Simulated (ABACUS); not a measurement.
# HfB2 under changes of volume

One of the cells (9.905 Å³/atom); the others are scaled copies at fixed shape and fractional positions:

```
Hf B
1.0
     3.14000    0.00000    0.00000
    -1.57000    2.71932    0.00000
     0.00000    0.00000    3.48000
Hf B
1 2
Cartesian
  0.0000 0.0000 0.0000
  1.5700 0.9064 1.7400
  0.0000 1.8129 1.7400
```

```yaml
Program: ABACUS 3.10.1
Functional: PBE
Potentials_or_basis: PseudoDojo NC SR 0.4.1 PBE standard
Cutoff: 1034 eV
Density_cutoff: 4136 eV
Basis: plane waves
k_mesh: 10 × 10 × 8
Occupations: fermi-dirac, width 0.05 eV
Spin: no spin polarisation
```

```tsv
volume (Å³/atom)	energy over the lowest point (meV/atom)	pressure (GPa)
9.311	38.18	19.7
9.509	17.93	13.1
9.707	5.45	7.1
9.905	0.00	1.7
10.103	?	?
10.301	7.67	-7.7
10.499	19.67	-11.7
```

What does the run at 10.103 Å³/atom give?

Energy over the lowest point 0.94 meV/atom; pressure -3.2 GPa.

Worked out: A Birch-Murnaghan fit of order 3 (a polynomial in V^(-2/3)) to the other rows has its minimum at 9.97 Å³/atom with B0 = V·E''(V) = 252 GPa and B' = 3.9 at fixed shape and positions, which overstates the stiffness. It gives 0.94 meV/atom at 10.103 Å³/atom, against the run's 0.94, and -dE/dV = -3.2 GPa, against -3.2.

Energies are extrapolated to zero smearing.

Caveats: there are fewer bands than atomic start orbitals, so a level may be missed at k points of high symmetry.
